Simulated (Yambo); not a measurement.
# GaAs (F-43m) in Yambo: a series of runs, part 3 of 3

Yambo 5.3.0. Earlier steps stand in the parts before.

**5. Optical spectrum, PBE**

Input file optics0.in:

```
optics
chi
Chimod= "IP"
% BndsRnXd
 1 | 39 |
%
% LongDrXd
 0 | 1 | 0 |
%
% QpntsRXd
 1 | 1 |
%
% EnRngeXd
 0 | 15 | eV
%
% DmRngeXd
 0.3 | 0.3 | eV
%
ETStpsXd= 150
```

Input file scf.in:

```
&CONTROL
  calculation = 'scf'
  prefix = 'pwscf'
  outdir = './tmp'
  pseudo_dir = './pseudo'
/
&SYSTEM
  ibrav = 0
  nat = 2
  ntyp = 2
  ecutwfc = 84
  nbnd = 21
  occupations = 'smearing'
  smearing = 'fd'
  degauss = 0.00367493
  force_symmorphic = .true.
/
&ELECTRONS
  conv_thr = 4d-10
  electron_maxstep = 120
  mixing_beta = 0.5
/
ATOMIC_SPECIES
As    74.9216 As.upf
Ga    69.7230 Ga.upf
CELL_PARAMETERS angstrom
   0.0000000000    2.8268500000    2.8268500000
   2.8268500000    0.0000000000    2.8268500000
   2.8268500000    2.8268500000    0.0000000000
ATOMIC_POSITIONS angstrom
As     4.2402750000    4.2402750000    4.2402750000
Ga     0.0000000000    0.0000000000    0.0000000000
K_POINTS automatic
14 14 14 0 0 0
```

Input file nscf.in:

```
&CONTROL
  calculation = 'nscf'
  prefix = 'pwscf'
  outdir = './tmp'
  pseudo_dir = './pseudo'
/
&SYSTEM
  ibrav = 0
  nat = 2
  ntyp = 2
  ecutwfc = 84
  nbnd = 39
  occupations = 'fixed'
  force_symmorphic = .true.
/
&ELECTRONS
  conv_thr = 1d-08
  diago_full_acc = .true.
  diago_thr_init = 1d-06
/
ATOMIC_SPECIES
As    74.9216 As.upf
Ga    69.7230 Ga.upf
CELL_PARAMETERS angstrom
   0.0000000000    2.8268500000    2.8268500000
   2.8268500000    0.0000000000    2.8268500000
   2.8268500000    2.8268500000    0.0000000000
ATOMIC_POSITIONS angstrom
As     4.2402750000    4.2402750000    4.2402750000
Ga     0.0000000000    0.0000000000    0.0000000000
K_POINTS automatic
14 14 14 0 0 0
```

Potentials or basis: PseudoDojo 0.4.1 SR PBE standard.

Launch:

```
OMP_NUM_THREADS=1 pw.x -in scf.in > scf.out
OMP_NUM_THREADS=1 pw.x -in nscf.in > nscf.out
cd tmp/pwscf.save; p2y; mv SAVE ../..; cd ../..
OMP_NUM_THREADS=1 yambo
OMP_NUM_THREADS=1 yambo -F optics0.in -J optics0 -C optics0_out
```

Yambo's report:

```text
[... sections 02.01 to 02.04 as in the set-up run ...]

[... 5 lines left out ...]
  [X] Bosonic    Temperature                        :  0.000000  0.000000 [eV K]
  [X] Finite Temperature mode                       : no
  [X] El. density                                   :  0.61975E+24 [cm-3]
  [X] Fermi Level                                   :  8.798044 [eV]

  [X] === Gaps and Widths ===
  [X] Conduction Band Min                           :  0.516512 [eV]
  [X] Valence Band Max                              :  0.000000 [eV]
  [X] Filled Bands                                  :  14
  [X] Empty Bands                                   :   15   39
  [X] Direct Gap                                    :  0.516512 [eV]
  [X] Direct Gap localized at k                     :  1
  [X] Indirect Gap                                  :  0.516512 [eV]
  [X] Indirect Gap between kpts                     :  1  1
  [X] Last valence band width                       :  3.308912 [eV]
  [X] 1st conduction band width                     :  3.705256 [eV]

 [03] Transferred momenta grid and indexing
 ==========================================

 IBZ Q-points                                      :  104
 BZ  Q-points                                      :  2744

 K/Q-points units:
 rlu = crystal or reduced units; cc = cartesian coordinates; iku = interal k-units

 Q [  1]        [rlu]:  0.000000  0.000000  0.000000
 Q [  2]        [rlu]:  0.19697E-17  0.19697E-17  0.71429E-01
 Q [  3]        [rlu]: -0.57807E-17 -0.57807E-17  0.14286
 Q [  4]        [rlu]: -0.41482E-17 -0.41482E-17  0.21429
 Q [  5]        [rlu]: -0.11561E-16 -0.11561E-16  0.28571
 Q [  6]        [rlu]:  0.60278E-17  0.60278E-17  0.35714
[... 42 lines left out ...]
 Q [ 49]        [rlu]: -0.37308E-17  0.35714      0.35714
 Q [ 50]        [rlu]: -0.60087E-17  0.35714      0.42857

 Remaining 54 points informations can be written running with -fatlog

 [04] Dipoles
 ============

  [04.01] Setup: observables and procedures
  =========================================

  [WF-Oscillators/G space/Transverse up loader] Normalization (few states)  min/max  :  0.34694E-17   1.0000

  [WR./optics0//ndb.dipoles]------------------------------------------------------
   Brillouin Zone Q/K grids (IBZ/BZ)                :   104  2744   104  2744
   RL vectors                                       :   5029 [WF]
   Fragmentation                                    : yes
   Electronic Temperature                           :  0.000000 [K]
   Bosonic    Temperature                           :  0.000000 [K]
   DIP band range                                   :    1   39
   DIP band range limits                            :  14  15
   DIP e/h energy range                             : -1.000000 -1.000000 [eV]
   RL vectors in the sum                            :   5029
   [r,Vnl] included                                 : yes
   Bands ordered                                    : yes
   Direct v evaluation                              : no
   Approach used                                    : G-space v
   Dipoles computed                                 : R V P [G-space]
   Wavefunctions                                    : Perdew, Burke & Ernzerhof(X)+Perdew, Burke & Ernzerhof(C)

  [WARNING] [r,Vnl^pseudo] included in position and velocity dipoles.

  [WARNING] In case H contains other non local terms, these are neglected

 [05] Optics
 ===========

 [X-CG] R(p) Tot o/o(of R):    27490   960400      100
```

o-optics0.eps_q1_ip:

```text
# Absorption @ Q(1):   0.00000000      1.00000000      0.00000000    [q->0 direction]
#
# [ X ] Hartree size                              :  1
# [GEN] GF Energies                               : Perdew, Burke & Ernzerhof(X)+Perdew, Burke & Ernzerhof(C)
# [GEN] Green`s Function                          : T-ordered
#
# [GEN] Gauge                                     : Length
# [GEN] [r,Vnl] included                          : yes
#
#    E[1] [eV]          Im(eps)            Re(eps)
#
        0.000000           2.372482           15.64947
        0.100671           2.446798           15.66099
        0.201342           2.679225           15.67304
        0.302013           3.079766           15.60400
        0.402685           3.576411           15.30355
        0.503356           3.895579           14.69841
[... 142 lines left out ...]
        14.89933           0.371594          -0.077865
        15.00000           0.367202          -0.057627
#
```

Wall time 4.7 min (1 thread of Arm Neoverse V1, shared host); peak memory 0.36 GiB.

Results:

| Property | Result |
| --- | --- |
| Band gap on the k mesh, mean-field level | 0.52 eV, direct |
| Absorption peak | 4.23 eV |
| Electronic dielectric constant along the field | 15.65 |

Dielectric function (along the field direction of the input):
```csv
energy (eV),real part,imaginary part
0.30,15.60,3.08
1.01,14.55,2.99
1.81,16.60,6.68
2.62,12.47,11.25
3.32,10.76,12.54
4.13,6.15,19.85
4.93,-4.51,13.18
5.64,-3.17,9.09
6.44,-5.05,6.20
7.25,-3.47,3.86
7.95,-2.93,2.93
8.76,-2.25,2.35
9.56,-1.91,1.78
10.27,-1.47,1.26
11.07,-1.22,1.00
11.88,-0.87,0.75
12.58,-0.63,0.61
13.39,-0.41,0.52
14.19,-0.24,0.43
15.00,-0.06,0.37
```

Caveat: independent-particle spectra lack excitons.

**6. The runs side by side**

| task | potentials or basis | spin | k mesh | k mesh of the self-consistent run | random integration of the Coulomb term | direction of the field or of q to 0 | broadening | states corrected | other keys | mesh quality | gap on the mesh (eV) |
| --- | --- | --- | --- | --- | --- | --- | --- | --- | --- | --- | --- |
| G0W0 quasiparticle levels | PseudoDojo 0.4 FR PBE standard | non-collinear, zero start, SOC | 4 × 4 × 4 | 8 × 8 × 8 | no | x + y + z | 0.1 eV | Γ and the k points of the band edges | several, not listed | coarse | - |
| G0W0 quasiparticle levels | PseudoDojo 0.4 FR PBE standard | non-collinear, zero start, SOC | 4 × 4 × 4 | 8 × 8 × 8 | yes | x + y + z | 0.1 eV | all k points | - | coarse | - |
| optical spectrum | PseudoDojo 0.4 FR PBE standard | non-collinear, zero start, SOC | 4 × 4 × 4 | 8 × 8 × 8 | - | x + y | 0.1 eV | - | - | coarse | 0.41 |
| optical spectrum | PseudoDojo 0.4.1 SR PBE standard | off | 14 × 14 × 14 | 14 × 14 × 14 | - | y | 0.3 eV | - | - | not flagged | 0.52 |

Alike in all rows: level PBE; cell as given; cutoff (eV) 1143; smearing fixed.

Caveats: some runs use coarse meshes; the optical matrix elements of this version leave out the spin-flip part of the nonlocal potential, a small error (some runs); the potentials hold a filled d shell without the s and p states of that shell, which can shift GW gaps by tenths of an eV, either way (some runs); this version prints the column dSc/dw multiplied by 27.2 (some runs); the terminator is approximate in this version, by hundredths of an eV (some runs); independent-particle spectra lack excitons (some runs); spectra need much finer meshes, so this one isn't converged (some runs).

Total energies depend on the potentials used, so only differences within one code and one set of settings carry meaning.

**7. Comparison with measurements**

Step 5. A measured gap of GaAs is 1.418 eV (direct; 300 K; “Evidence of valence band perturbations in GaAsN/GaAs(001): A combined variable-angle spectroscopic ellipsometry and modulated photoreflectance investigation”, 2008, arxiv:0805.2212); the calculated 0.52 eV misses it by -0.90 eV. 3 values of this kind are on record (1.412 to 1.51 eV); this one was drawn at random among those near their median, those with a stated uncertainty first. Spin-orbit coupling on As, Ga is left out. The value is that of PBE on a finite k mesh, which can miss the band edges, without temperature or zero-point motion. Semilocal functionals fall short of measured gaps as a rule.
